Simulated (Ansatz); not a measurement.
Set up this calculation in Ansatz 0.2.0, as the native input.

```
Task                : relaxation of cell and atoms
Functional          : PBE
Potentials or basis : Ansatz PAW
Cutoff              : 420 eV (not typed: the program's choice for these potentials)
k mesh              : 10 × 10 × 6
Occupations         : fermi-dirac, width 0.05 eV
Spin                : no spin polarisation
```

Crystal: Se.

```
CELL_PARAMETERS angstrom
1.39427 -4.03900 0.00000
1.39427 4.03900 0.00000
0.00000 0.00000 4.61343
ATOMIC_POSITIONS crystal
Se 0.06434 0.93566 0.25000
Se 0.93566 0.06434 0.75000
```

This isn't the form of Se at room conditions, which is trigonal, of chains.

The input as run:

input.yaml

```yaml
crystal:
  lattice:
    - [1.39426943, -4.039002765, 0.0]
    - [1.39426943, 4.039002765, 0.0]
    - [0.0, 0.0, 4.6134314]
  atoms:
    - { symbol: Se, position: [0.06434468, 0.93565532, 0.25] }
    - { symbol: Se, position: [0.93565532, 0.06434468, 0.75] }
hamiltonian:
  xc: pbe
  pseudopotentials: { kind: paw }
kpoints:
  mp_grid: { grid: [10, 10, 6] }
scf:
  occupations: { method: fermi_dirac, width: 0.05 }
output:
  forces: true
  stress: true
  eigenvalues: true
relax:
  f_tol: 0.01
  max_steps: 40
  cell: { stress_tol: 0.05 }
```

Potentials or basis: Ansatz PAW.

Run with:

```sh
$ ansatz run input.yaml --threads 2 --pin off --max-ram 5632MiB --backend cpu --events-out ev --progress --plain --runs-dir out
```

It gave:

```
Relaxed volume                         : 29.41 Å³/atom
Relaxed cell                           : a = 4.698 Å, b = 4.698 Å, c = 4.694 Å, α = 90.00°, β = 90.00°, γ = 145.41°
Space group after relaxing (to 0.05 Å) : Cmcm (No. 63)
Energy gained by relaxing              : 12.1 meV/atom
Ionic steps                            : 9
Pressure after relaxing                : 0.0 GPa
Band gap on the k mesh                 : none (metal or under the smearing width)
```

Caveat: the plane-wave basis is chosen anew once the cell has moved, so the energies of steps on either side of that aren't comparable.

It took 25 s on 2 threads of Arm Neoverse V2, on a shared host, peak memory 0.42 GiB.
